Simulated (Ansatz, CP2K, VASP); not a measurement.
**One calculation of ZnS, 3 ways**

```
Zn S
1.0
     3.81200    0.00000    0.00000
    -1.90600    3.30129    0.00000
     0.00000    0.00000   18.68999
Zn S
6 6
Direct
  0.33333 0.66667 0.83333
  0.66667 0.33333 0.33333
  0.66667 0.33333 0.66667
  0.33333 0.66667 0.16667
  0.00000 0.00000 0.50000
  0.00000 0.00000 0.00000
  0.33333 0.66667 0.95833
  0.66667 0.33333 0.45833
  0.66667 0.33333 0.79167
  0.33333 0.66667 0.29167
  0.00000 0.00000 0.62500
  0.00000 0.00000 0.12500
```

Alike in all runs: task single point; functional PBE; k mesh 8 × 8 × 2; occupations gaussian, width 0.012 eV; no spin polarisation; no spin-orbit coupling. Pressure is positive in compression and, in plane waves, holds the error of the finite cutoff, which Ansatz's Pulay term estimates and takes out.

```csv
program and potentials,plane-wave cutoff (eV),notes,band gap (eV),pressure (GPa)
"Ansatz, Ansatz PAW",420,Pulay term of +0.07 GPa included,2.16,2.12
"VASP, PBE PAW files S, Zn, 520 eV",520,-,?,?
"CP2K, POTENTIAL_UZH Zn GTH-PBE-q12, S GTH-PBE-q6; TZVP-MOLOPT-PBE-GTH basis",-,atomic basis,2.13,2.59
```

Estimate from the other rows what the run with VASP, PBE PAW files S, Zn, 520 eV gave.

Band gap 2.17 eV; pressure 2.38 GPa. The other rows, which needn't bracket it: band gap 2.13 to 2.16; pressure 2.12 to 2.59.
